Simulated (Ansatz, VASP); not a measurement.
# One calculation of SnSe, two programs

```
Sn Se
1.0
     0.00000    3.01000    3.01000
     3.01000    0.00000    3.01000
     3.01000    3.01000    0.00000
Sn Se
1 1
Direct
  0.00000 0.00000 0.00000
  0.48131 0.48131 0.51869
```

Change from the starting cell: all Se atoms moved +0.113 Å, as atom 2 towards its neighbour atom 1 (Sn) at 3.010 Å.

Alike in both runs: task single point; functional LDA; k mesh 8 × 8 × 8; occupations gaussian, width 0.05 eV; no spin polarisation.

```csv
,VASP,Ansatz
version,VASP 6.6.1,Ansatz 0.2.0
potentials or method,"VASP PAW LDA potentials, release 64 (Sn_d, Se)","scalar-relativistic, plane waves, PAW"
plane-wave cutoff (eV),520,420
valence electrons in the cell,20,30
```

|  | VASP | Ansatz | Ansatz less VASP |
| --- | --- | --- | --- |
| gap on the k mesh at the Fermi level (eV) | 0.68 | 0.67 | -0.018 |
| least direct gap on the mesh (eV) | 0.68 | 0.67 | -0.018 |
| pressure (GPa) | -3.1 | -3.2 | -0.10 |
| largest component of the traceless stress (GPa) | 0.22 | 0.22 | -0.003 |
| rms of the force components (eV/Å) | 0.003 | 0.006 | +0.0034 |

Atom by atom the forces differ by 0.003 eV/Å (rms over components). The two sets of potentials don't hold the same shells in valence.

Caveats: spin-orbit coupling is left out, which moves the levels of the heavy elements. A k mesh can miss the band edges.
